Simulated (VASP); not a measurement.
# GaN, band structure: which settings are enough?

GaN, F-43m (no. 216), 2 atoms in the cell. PBE; PAW potentials Ga_d, N (PBE set). VASP 6.6.1.

Wanted: band energies at the path's corners within 0.02 eV; smallest gap over path and mesh within 0.01 eV.

What the run is for: bands; Accuracy asked: standard; Route: fixed density (ICHARG 11).

Band energies at the path's corners: counted from the valence top.

POSCAR:
```
GaN
1.0
    0.0000000000      2.2535006075      2.2535006075
    2.2535006075      0.0000000000      2.2535006075
    2.2535006075      2.2535006075      0.0000000000
Ga N
1 1
Direct
    0.0000000000      0.0000000000      0.0000000000
    0.2500000000      0.2500000000      0.2500000000
```

The series start from Plane-wave cutoff (eV): 460; k-point mesh: 7 × 7 × 7; k points a path segment: 12; Electronic threshold (eV): 1e-6; Precision mode (PREC): Accurate; Bands in all (NBANDS): 21; Aspherical gradient terms in the spheres (LASPH): yes. Each series keeps the choices made before it, and each single choice may use up half of a tolerance. Times cover all steps of a run.

## Plane-wave cutoff (eV)

| Plane-wave cutoff (eV) | Band energies at the path's corners, largest deviation (eV) | Smallest gap over path and mesh (eV) | Time (s) |
|---|---|---|---|
| 320 | 0.085 | 1.660 | 13 |
| 400 | 0.012 | 1.711 | 18 |
| 460 | 0.006 | 1.723 | 18 |
| 520 | 0.001 | 1.723 | 18 |
| 640 (reference) | 0.000 | 1.723 | 29 |

## k-point mesh

| k-point mesh | Band energies at the path's corners, largest deviation (eV) | Smallest gap over path and mesh (eV) | Time (s) |
|---|---|---|---|
| 3 × 3 × 3 | 0.152 | 1.655 | 15 |
| 4 × 4 × 4 | 0.044 | 1.704 | 15 |
| 5 × 5 × 5 | 0.014 | 1.718 | 16 |
| 6 × 6 × 6 | 0.005 | 1.722 | 18 |
| 7 × 7 × 7 | 0.002 | 1.723 | 18 |
| 9 × 9 × 9 | 0.000 | 1.724 | 21 |
| 11 × 11 × 11 (reference) | 0.000 | 1.724 | 24 |

## Electronic threshold (eV)

| Electronic threshold (eV) | Band energies at the path's corners, largest deviation (eV) | Smallest gap over path and mesh (eV) | Time (s) |
|---|---|---|---|
| 0.001 | 0.002 | 1.722 | 8.6 |
| 0.0001 | 0.001 | 1.722 | 9.5 |
| 1e-5 | 0.001 | 1.722 | 10 |
| 1e-6 | 0.001 | 1.722 | 10 |
| 1e-7 (reference) | 0.000 | 1.721 | 12 |

## Precision mode (PREC)

| Precision mode (PREC) | Band energies at the path's corners, largest deviation (eV) | Smallest gap over path and mesh (eV) | Time (s) |
|---|---|---|---|
| SingleN | 0.002 | 1.724 | 5.6 |
| Normal | 0.000 | 1.722 | 5.8 |
| Accurate (reference) | 0.000 | 1.722 | 8.6 |

## Bands in all (NBANDS)

| Bands in all (NBANDS) | Band energies at the path's corners, largest deviation (eV) | Smallest gap over path and mesh (eV) | Time (s) |
|---|---|---|---|
| 11 | 0.004 | 1.712 | 3.6 |
| 12 | 0.004 | 1.713 | 4.0 |
| 13 | 0.003 | 1.717 | 4.3 |
| 15 | 0.001 | 1.720 | 4.6 |
| 21 | 0.001 | 1.724 | 5.6 |
| 31 (reference) | 0.000 | 1.724 | 7.4 |

## Aspherical gradient terms in the spheres (LASPH)

| Aspherical gradient terms in the spheres (LASPH) | Band energies at the path's corners, largest deviation (eV) | Smallest gap over path and mesh (eV) | Time (s) |
|---|---|---|---|
| no | 0.002 | 1.720 | 3.7 |
| yes (reference) | 0.000 | 1.720 | 4.6 |

## Question

The rows run from the loosest to the tightest. For each series: choose the loosest value from which every tighter one stays within half of the tolerance.

## Answer

- Plane-wave cutoff (eV): 460
- k-point mesh: 6 × 6 × 6
- Electronic threshold (eV): 0.001
- Precision mode (PREC): SingleN
- Bands in all (NBANDS): 15
- Aspherical gradient terms in the spheres (LASPH): no

Also changed on the way, by series that aren't shown: k points a path segment: 5.

## All choices together

| Input | Band energies at the path's corners, largest deviation (eV) | Smallest gap over path and mesh (eV) | Time (s) |
|---|---|---|---|
| the program's defaults (naive) | 0.017 | 1.706 | 6.1 |
| chosen settings | 0.005 | 1.720 | 3.7 |
| reference settings throughout | 0.000 | 1.724 | 124 |

The tolerance is met.

## The input

INCAR.step1:
```
GGA      = PE             # functional
ISMEAR   = 0              # smearing method
SIGMA    = 0.03           # smearing width, eV
LWAVE    = False          # write WAVECAR
LCHARG   = True           # write CHGCAR
NBANDS   = 15             # bands
PREC     = SingleN        # precision mode
LASPH    = False          # aspherical terms in the spheres
LREAL    = False          # projectors in reciprocal space
ALGO     = Normal         # electronic algorithm
EDIFF    = 0.001          # SCF threshold, eV
NELM     = 120            # most SCF steps
GGA_COMPAT= False        
ENCUT    = 460            # plane-wave cutoff, eV
EFERMI   = MIDGAP        
```

INCAR.step2, as INCAR.step1 but for:
```
- LCHARG = True
+ LCHARG = False
+ ICHARG = 11
```

KPOINTS.step1:
```
Automatic mesh
0
Gamma
  6 6 6
  0 0 0
```

KPOINTS.step2:
```
path GXWKGLUWLK,UX
5
line-mode
reciprocal
 0.0000000000  0.0000000000  0.0000000000  G
 0.5000000000  0.0000000000  0.5000000000  X

 0.5000000000  0.0000000000  0.5000000000  X
 0.5000000000  0.2500000000  0.7500000000  W

 0.5000000000  0.2500000000  0.7500000000  W
 0.3750000000  0.3750000000  0.7500000000  K

 0.3750000000  0.3750000000  0.7500000000  K
 0.0000000000  0.0000000000  0.0000000000  G

 0.0000000000  0.0000000000  0.0000000000  G
 0.5000000000  0.5000000000  0.5000000000  L

 0.5000000000  0.5000000000  0.5000000000  L
 0.6250000000  0.2500000000  0.6250000000  U

 0.6250000000  0.2500000000  0.6250000000  U
 0.5000000000  0.2500000000  0.7500000000  W

 0.5000000000  0.2500000000  0.7500000000  W
 0.5000000000  0.5000000000  0.5000000000  L

 0.5000000000  0.5000000000  0.5000000000  L
 0.3750000000  0.3750000000  0.7500000000  K

 0.6250000000  0.2500000000  0.6250000000  U
 0.5000000000  0.0000000000  0.5000000000  X
```

Commands (each step's output is kept before the next begins):
```
cat potpaw_PBE.64/Ga_d/POTCAR potpaw_PBE.64/N/POTCAR > POTCAR
cp INCAR.step1 INCAR
cp KPOINTS.step1 KPOINTS
mpirun -np 1 vasp_std > vasp.out
cp INCAR.step2 INCAR
cp KPOINTS.step2 KPOINTS
mpirun -np 1 vasp_std > vasp.out
```

Limits: PBE gaps are mostly well below measured ones.

The chosen input took VASP 6.6.1 3.7 s on 1 core (AMD EPYC 9R45 (Zen 5)), a shared host.

## An input that fails: cutoff far too low

It runs to its end, but against the unchanged starting input it is off by 0.471 eV in the band energies at the path's corners, 0.471 eV in the smallest gap over path and mesh.

Changes against the starting input:
```
(all steps)
- NELM = 120
- ENCUT = 460
+ NELM = 68
+ ENCUT = 220
```
